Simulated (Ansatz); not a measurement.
ZnCu (Pm-3m), tetragonal deformation path

Level of theory: DFT PBEsol, scalar-relativistic, plane waves, PAW in Ansatz 0.2.0. The runs took a 420 eV cutoff, a Γ-centred 18×18×18 mesh and Gaussian smearing (0.15 eV). No spin polarisation. Energies are free energies at this smearing, counted from the undisturbed cell; pressure is positive in compression.

The starting cell (as given, not relaxed at this level; it stands at -4.6 GPa, and it needn't be the usual structure):

```
CELL_PARAMETERS angstrom
2.94500 0.00000 0.00000
0.00000 2.94500 0.00000
0.00000 0.00000 2.94500
ATOMIC_POSITIONS crystal
Zn 0.50000 0.50000 0.50000
Cu 0.00000 0.00000 0.00000
```

At fixed volume and fractional coordinates, lengths along (0.000, 0.000, 1.000) are scaled against those across it; ρ is that ratio over its starting value. The cell is metallic on the mesh throughout.

```csv
ρ,ΔE (meV/atom),pressure (GPa)
0.707,207.2,3.5
0.780,72.2,-1.9
0.850,20.4,-3.8
1.000,0.0,-4.6
1.200,0.3,-4.6
1.414,9.1,-4.6
```